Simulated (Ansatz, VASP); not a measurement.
**AlN in VASP and in Ansatz**

```xyz
2
Lattice="0.0000 1.9780 1.9384 1.9780 0.0000 1.9384 1.9780 1.9780 0.0000" Properties=species:S:1:pos:R:3 pbc="T T T"
Al    0.0000    0.0000    0.0000
N     1.9780    1.9780    1.9384
```

Change from the starting cell: zz strain of -2 %.

Alike in both runs: task single point; functional PBE; k mesh 10 × 10 × 10; occupations fermi-dirac, width 0.02 eV; no spin polarisation.

```csv
,VASP,Ansatz
version,VASP 6.6.1,Ansatz 0.2.0
potentials or method,"VASP PAW PBE potentials, release 64 (Al, N), cutoff 520 eV","all-electron LAPW, scalar-relativistic"
```

Ansatz gave:

| Item | Value |
| --- | --- |
| gap on the k mesh at the Fermi level (eV) | 4.96 |
| pressure (GPa) | 33.1 |
| largest component of the traceless stress (GPa) | 6.43 |

Q: What did VASP give for the same quantities?

A: gap on the k mesh at the Fermi level (eV): 4.96; pressure (GPa): 32.8; largest component of the traceless stress (GPa): 6.41.

Ansatz ran all-electron here, so the differences hold the error of VASP's frozen core and of both bases.

Caveats: so large a pressure means that the cell lies far from this level's equilibrium, or that cutoff or potentials fall short (VASP). A k mesh can miss the band edges.
